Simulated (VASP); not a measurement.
# Te2Mo: relaxation of cell and atoms with PBE+D3(BJ)

The system is Te2Mo.

```
Te Mo
1.0
     3.51820    0.00000    0.00000
    -1.75910    3.04685    0.00000
     0.00000    0.00000   13.97360
Te Mo
4 2
Direct
  0.66667 0.33333 0.37900
  0.33333 0.66667 0.87900
  0.66667 0.33333 0.12100
  0.33333 0.66667 0.62100
  0.66667 0.33333 0.75000
  0.33333 0.66667 0.25000
```

```json
{"Program": "VASP 6.6.1", "Task": "relaxation of cell and atoms", "Functional": "PBE", "Dispersion": "D3(BJ)", "Potentials or basis": "VASP PAW PBE potentials, release 64 (Te, Mo_sv)", "Cutoff": "600 eV", "k mesh": "8 × 8 × 2", "Occupations": "gaussian, width 0.02 eV", "Spin": "no spin polarisation", "Ladder": "gaps", "Further INCAR settings": "ALGO = Normal; EDIFF = 1e-06; IBRION = 2; EDIFFG = -0.02; NSW = 60; ISIF = 3"}
```

The relaxed volume is 24.19 Å³/atom. The relaxed cell is a = 3.495 Å, b = 3.495 Å, c = 13.722 Å, α = 90.00°, β = 90.00°, γ = 120.00° and the space group after relaxing (to 0.05 Å) is P6_3/mmc (No. 194). The energy gained by relaxing is 4.2 meV/atom. The ionic steps are 7 and the pressure after relaxing is 0.0 GPa. The largest force after relaxing is 0.010 eV/Å and the band gap on the k mesh is 0.70 eV, indirect (least direct gap 1.22 eV). The dispersion energy per atom is -0.554 eV.

Forces on the atoms (eV/Å):
```
Te   0.000  0.000  0.010
Te   0.000  0.000  0.010
Te   0.000  0.000 -0.010
Te   0.000  0.000 -0.010
Mo   0.000  0.000  0.000
Mo   0.000  0.000  0.000
```

Stress tensor (GPa, compression positive):
```
 0.02  0.00  0.00
 0.00  0.02  0.00
 0.00  0.00 -0.08
```

Step by step:
```tsv
step	energy change (eV)	largest force (eV/Å)	pressure (GPa)	volume (Å³)
1	0.0000	0.1794	-0.57	149.79
2	-0.0097	0.1786	0.16	147.87
3	-0.0105	0.1789	0.42	147.17
4	-0.0138	0.0401	-0.50	147.27
5	-0.0142	0.0150	-0.27	147.25
6	-0.0198	0.0141	-0.20	146.52
7	-0.0251	0.0102	-0.01	145.15
```

Final structure:
```cif
data_structure
_symmetry_space_group_name_H-M 'P 1'
_symmetry_Int_Tables_number 1
_cell_length_a 3.4949
_cell_length_b 3.4949
_cell_length_c 13.7222
_cell_angle_alpha 90.000
_cell_angle_beta 90.000
_cell_angle_gamma 120.000
_cell_volume 145.15
loop_
_atom_site_label
_atom_site_type_symbol
_atom_site_fract_x
_atom_site_fract_y
_atom_site_fract_z
_atom_site_occupancy
Te1 Te 0.66667 0.33333 0.38251 1
Te2 Te 0.33333 0.66667 0.88251 1
Te3 Te 0.66667 0.33333 0.11749 1
Te4 Te 0.33333 0.66667 0.61749 1
Mo1 Mo 0.66667 0.33333 0.75000 1
Mo2 Mo 0.33333 0.66667 0.25000 1
```

Levels at points of the mesh, in eV from the valence-band top:
```csv
k point,band 22,band 23,band 24,band 25,band 26,band 27,band 28,band 29,band 30,band 31
"(0.00, 0.00, 0.00)",-1.05,-1.00,-1.00,-0.19,0.00,2.89,2.89,3.07,3.07,3.09
"(0.50, 0.00, 0.00)",-1.89,-1.09,-1.02,-0.64,-0.25,1.28,1.35,1.42,1.83,2.54
"(0.00, 0.00, 0.50)",-1.02,-1.02,-1.02,-0.05,-0.05,2.93,2.93,2.93,2.93,3.30
"(0.50, 0.00, 0.50)",-2.04,-1.03,-1.03,-0.45,-0.45,1.31,1.31,1.64,1.64,3.02
```

Run time: 4.7 min on 2 MPI ranks on Intel(R) Xeon(R) Platinum 8488C (Sapphire Rapids), with other jobs on the host, peak memory 0.35 GiB a rank.

Caveat: spin-orbit coupling is left out, which moves the levels of the heavy elements. A k mesh can miss the band edges.
